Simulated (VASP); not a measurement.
Set up this calculation in VASP 6.6.1, as the native input.

- Task: single point
- Functional: LDA
- Potentials or basis: VASP PAW LDA potentials, release 64 (B)
- Cutoff: 520 eV
- k mesh: 8 × 8 × 8
- Occupations: fermi-dirac, width 0.05 eV
- Spin: no spin polarisation
- Dipole correction: no
- Further INCAR settings: ALGO = Fast; EDIFF = 1e-07; NBANDS = 30

The structure of B lies in POSCAR:

```
B
1.0
    2.4204509915      1.3974480315      4.1313930091
   -2.4204509915      1.3974480315      4.1313930091
    0.0000000000     -2.7948960630      4.1313930091
B
12
Direct
    0.0104702258      0.6543037450      0.0104702258
    0.0104702258      0.0104702258      0.6543037450
    0.6543037450      0.0104702258      0.0104702258
    0.9895297742      0.3456962550      0.9895297742
    0.3456962550      0.9895297742      0.9895297742
    0.9895297742      0.9895297742      0.3456962550
    0.2214787282      0.6299808859      0.2214787282
    0.2214787282      0.2214787282      0.6299808859
    0.6299808859      0.2214787282      0.2214787282
    0.7785212718      0.3700191141      0.7785212718
    0.3700191141      0.7785212718      0.7785212718
    0.7785212718      0.7785212718      0.3700191141
```

These files were run (other wordings do the same):

INCAR

```
PREC = Accurate
ENCUT = 520
EDIFF = 1E-7
ISMEAR = -1
SIGMA = 0.05
LREAL = F
LASPH = T
NELM = 100
ALGO = Fast
ISIF = 2
LWAVE = F
LCHARG = F
NBANDS = 30
```

KPOINTS

```
Automatic mesh
0
Gamma
  8 8 8
```

Potentials or basis: VASP PAW LDA potentials, release 64 (B).

Command:

```bash
$ cat potpaw_LDA.64/B/POTCAR > POTCAR
$ mpirun -np 1 vasp_std > vasp.out
```

It gave:

```yaml
Pressure: 0.3 GPa
Largest_force: 0.016 eV/Å
Band_gap_on_the_k_mesh: 1.37 eV, indirect (least direct gap 1.72 eV)
```

Run time: 88 s on 1 thread of Intel(R) Xeon(R) 6975P-C (Granite Rapids), with other jobs on the host, peak memory 0.25 GiB.
